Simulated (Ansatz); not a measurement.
## Phases of TaN at 28 GPa

Structure types of TaN are relaxed in primitive cells with their symmetry kept at 28 GPa, on PAW files; LAPW relaxes the small cells further and takes the PAW cell for the others (marked *). The enthalpy is E + pV at zero temperature, without zero-point motion. Only the types listed were tried, and differences under about 5 meV/atom are mesh noise. The real phase may be another.

All numbers are PBE results (scalar-relativistic) from Ansatz 0.2.0, with Fermi–Dirac smearing of 0.08 eV, no spin polarisation. Methods: LAPW: all electrons, basis error target 0.5 meV/atom; PAW: frozen-core files, cutoff 420 eV.

k meshes: rocksalt 16×16×16, CsCl 14×14×14, WC 16×16×14, NiAs 11×11×6, zincblende 15×15×15.

Spin–orbit coupling is left out, which matters for the heavy atoms.

Problem. Order the types by LAPW enthalpy, lowest first.
A. rocksalt
B. NiAs
C. zincblende
D. WC
E. CsCl

Solution. D (0 meV/atom), B (211 meV/atom), A (280 meV/atom), E (700 meV/atom), C (857 meV/atom).

| start type | ends as | a, b, c (Å) | V (Å³/atom) | H − H(lowest), LAPW (meV/atom) | same, PAW |
| --- | --- | --- | --- | --- | --- |
| rocksalt | rocksalt, Fm-3m | 4.312, 4.312, 4.312 | 10.02 | 279.7 | 280.9 |
| CsCl | CsCl, Pm-3m | 2.682, 2.682, 2.682 | 9.64 | 699.7 | 699.8 |
| WC | WC, P-6m2 | 2.877, 2.877, 2.838 | 10.17 | 0.0 | 0.0 |
| NiAs* | NiAs, P6_3/mmc | 2.841, 2.841, 5.795 | 10.13 | 211.0 | 212.2 |
| zincblende | zincblende, F-43m | 4.609, 4.609, 4.609 | 12.24 | 857.4 | 864.4 |
